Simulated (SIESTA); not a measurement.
# ZnS (Wurtzite-2H) under changes of volume

One of the cells (19.603 Å³/atom); the others are scaled copies at fixed shape and fractional positions:

```xyz
4
Lattice="3.8110 0.0000 0.0000 -1.9055 3.3004 0.0000 0.0000 0.0000 6.2340" Properties=species:S:1:pos:R:3 pbc="T T T"
Zn    1.9055    1.1001    3.1170
Zn    0.0000    2.2003    0.0000
S     1.9055    1.1001    5.5171
S     0.0000    2.2003    2.4001
```

| Property | Result |
| --- | --- |
| Program | SIESTA 5.4.2 |
| Functional | LDA |
| Potentials or basis | PseudoDojo 0.4 standard (LDA files) |
| Basis | DZP (energy shift 0.003 Ry; two zetas on semicore shells) |
| Grid cutoff | 800 Ry |
| Energy shift | 0.003 Ry |
| k mesh | 8 × 8 × 5 |
| Occupations | fermi-dirac, width 0.05 eV |
| Spin | no spin polarisation |

| volume (Å³/atom) | energy over the lowest point (meV/atom) | pressure (GPa) | gap on the mesh (eV) | largest force (eV/Å) |
| --- | --- | --- | --- | --- |
| 18.427 | 2.34 | 1.9 | 2.76 | 0.410 |
| 18.819 | 0.00 | 0.0 | 2.62 | 0.381 |
| 19.211 | 2.01 | -1.6 | 2.49 | 0.355 |
| 19.603 | 7.91 | -3.1 | 2.37 | 0.332 |
| 19.995 | 17.30 | -4.5 | 2.25 | 0.309 |
| 20.387 | 29.81 | -5.7 | 2.14 | 0.288 |
| 20.779 | ? | ? | ? | ? |

Problem. What does the run at 20.779 Å³/atom give?

Solution. Energy over the lowest point 45.15 meV/atom; pressure -6.8 GPa; gap on the mesh 2.03 eV; largest force 0.268 eV/Å.

Worked out: A Birch-Murnaghan fit of order 3 (a polynomial in V^(-2/3)) to the other rows has its minimum at 18.83 Å³/atom with B0 = V·E''(V) = 85 GPa and B' = 4.3 at fixed shape and positions, which overstates the stiffness. It gives 45.12 meV/atom at 20.779 Å³/atom, against the run's 45.15, and -dE/dV = -6.8 GPa, against -6.8. A straight line through the other rows of the gap, of slope -6.12 eV per unit of ln V (its deformation potential), extrapolates to 2.02 eV, against the run's 2.03.

Energies are extrapolated to zero smearing.

Caveats: short orbitals over semicore shells can move pressures by several GPa; the valence orbitals were made in a potential fitted to the semicore shell under them, which widens gaps by tenths of an eV or more; an odd mesh through Γ misses points on the zone boundary, where band edges often lie; the basis of atomic orbitals isn't converged, which shifts pressures, moduli and gaps.
